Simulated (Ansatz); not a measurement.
InN (wurtzite)

```
InN
1.0
    3.58053     0.00000     0.00000
   -1.79026     3.10083     0.00000
    0.00000     0.00000     5.78779
In N
2 2
Direct
  0.66667   0.33333   0.50197
  0.33333   0.66667   0.00197
  0.66667   0.33333   0.12323
  0.33333   0.66667   0.62323
```

Grid over V/V₀ and (c/a)/(c/a)₀, subscript 0 meaning the relaxed cell; the conventional c axis lies along z; no internal relaxation.

Level of theory: PBE (plane waves to 420 eV, PAW, scalar-relativistic; Ansatz, a first-principles code). k mesh 11×11×6 (Γ-centred), Fermi-Dirac smearing 0.05 eV. Stress and pressure are positive under compression. As the atoms are clamped, bonds stretch with the cell, which overstates energies and stresses. With partly filled bands, the response to shear is sensitive to the k mesh, so small differences along c/a are uncertain. At this level the bands of InN touch or barely overlap; measurements give the solid a gap. InN was relaxed with its symmetry unable to fall. The last digit holds for this mesh only.

Changes of σxx (GPa) from the point V/V₀ = 1.000, (c/a)/(c/a)₀ = 1.000 when one coordinate moves alone (two changes are said to add if the coupling is within 5 % of the smaller one, nearly so within 20 %):

```json
[
 {"point": "V/V₀ = 1.000, (c/a)/(c/a)₀ = 0.960", "change": "-2.89"},
 {"point": "V/V₀ = 1.000, (c/a)/(c/a)₀ = 0.973", "change": "-1.95"},
 {"point": "V/V₀ = 1.000, (c/a)/(c/a)₀ = 0.987", "change": "-0.99"},
 {"point": "V/V₀ = 0.960, (c/a)/(c/a)₀ = 1.000", "change": "5.51"},
 {"point": "V/V₀ = 0.973, (c/a)/(c/a)₀ = 1.000", "change": "3.54"},
 {"point": "V/V₀ = 0.987, (c/a)/(c/a)₀ = 1.000", "change": "1.70"},
 {"point": "V/V₀ = 1.013, (c/a)/(c/a)₀ = 1.000", "change": "-1.58"},
 {"point": "V/V₀ = 1.027, (c/a)/(c/a)₀ = 1.000", "change": "-3.04"},
 {"point": "V/V₀ = 1.040, (c/a)/(c/a)₀ = 1.000", "change": "-4.39"},
 {"point": "V/V₀ = 1.000, (c/a)/(c/a)₀ = 1.013", "change": "1.02"},
 {"point": "V/V₀ = 1.000, (c/a)/(c/a)₀ = 1.027", "change": "2.06"},
 {"point": "V/V₀ = 1.000, (c/a)/(c/a)₀ = 1.040", "change": "3.12"}
]
```

What is the change at V/V₀ = 0.987, (c/a)/(c/a)₀ = 1.027, where both move, and how far is it from the sum?

The sum of the single changes is 1.70 + (2.06) = 3.76; the calculation gives 3.86, so the coupling contributes 0.10 (under 20 % of the smaller single change, nearly additive).

(Under strain, the slope of the energy per volume gives the stress and its curvature an elastic modulus.)
